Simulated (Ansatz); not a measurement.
Ideal-gas functions of `CC(=O)[O-]` at 500 K and 1 bar, from an Ansatz frequency run at PBE0-D4/def2-TZVPD.

Molar mass 59.04 g/mol, point group C1 (symmetry number 1), electronic degeneracy 1, moments of inertia 43.821, 50.126, 90.823 u Å². Harmonic wavenumbers (cm⁻¹, unscaled): 25, 437, 604, 639, 886, 993, 1032, 1310, 1384, 1452, 1463, 1687, 3022, 3093, 3113.

Use S(trans) = R[1.5 ln M + 2.5 ln T − 1.1517]; rotational temperatures θ = 24.2544 K / I; S(rot) = R[ln(√π/σ · √(T³/θAθBθC)) + 1.5]; for each mode x = 1.438777 ν̃/T, S = R[x/(eˣ − 1) − ln(1 − e⁻ˣ)] and H = RT x/(eˣ − 1); 1 cm⁻¹ = 0.0119627 kJ/mol; R = 8.31446 J/(mol·K).

Question: By hand: the entropy, in J/(mol·K).

Answer: Translation 170.5. Rotation: θ = 0.5535, 0.4839, 0.2671 K, giving 105.7. Vibration, mode by mode: 30.20, 6.94, 4.69, 4.33, 2.47, 1.94, 1.77, 0.93, 0.79, 0.67, 0.65, 0.38, 0.01, 0.01, 0.01, in all 55.8. Electronic 0.0. Sum 332.0 J/(mol·K).

Question: By hand: H − E and G − E in kJ/mol, counted from the electronic energy.

Answer: Zero-point energy ½ × 21140 × 0.0119627 = 126.4; thermal vibration 12.8; translation, rotation and pV give 4 RT = 16.6. H − E = 155.8 kJ/mol, and G − E = 155.8 − 500 × 332.0/1000 = -10.2 kJ/mol.

Vibration gives 17 % of the entropy, 30.2 J/(mol·K) of it from the mode under 150 cm⁻¹: soft modes count most, and the harmonic formula is weakest for them. The sum counts one conformer and one mirror image; others add a mixing term.
